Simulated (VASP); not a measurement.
Input of a VASP 6.6.1 run:

File INCAR:

```
PREC = Accurate
ENCUT = 600
EDIFF = 1E-6
ISMEAR = 0
SIGMA = 0.05
LREAL = False
LASPH = True
NELM = 80
ALGO = Fast
ISIF = 3
LWAVE = False
LCHARG = False
GGA = RE
IBRION = 2
NSW = 60
EDIFFG = -0.01
```

File KPOINTS:

```
regular mesh
0
Gamma
  10 10 9
```

POSCAR

```
TaN
1.0
    2.9814390000     -0.0010170000      0.0209360000
   -1.4916000000      2.5243930000     -0.0059690000
    0.0205440000      0.0050980000      2.8642220000
Ta N
1 1
Direct
    0.0000000000      0.0000000000      0.5000000000
    0.6666666667      0.3333333333      0.0000000000
```

Potentials or basis: VASP PAW PBE potentials, release 64 (Ta_pv, N).

The run is started by

```sh
$ cat potpaw_PBE.64/Ta_pv/POTCAR potpaw_PBE.64/N/POTCAR > POTCAR
$ mpirun -np 1 vasp_std > vasp.out
```

Question: What does it give for the relaxed volume?

Answer: 11.05 Å³/atom.

Question: Predict the band gap on the k mesh.

Answer: None (metal or under the smearing width).

Question: Estimate the relaxed cell.

Answer: a = 2.962 Å, b = 2.961 Å, c = 2.910 Å, α = 90.00°, β = 89.99°, γ = 120.01°.

Question: What does it give for the space group after relaxing (to 0.05 Å)?

Answer: P-6m2 (No. 187).

Stress tensor (GPa, compression positive):
```
-0.02  0.00 -0.04
 0.00  0.12 -0.01
-0.04 -0.01  0.06
```

Caveat: the PAW data sets were made with another functional, which shifts forces and pressure a little. Zero-point motion and thermal expansion aren't in these numbers.
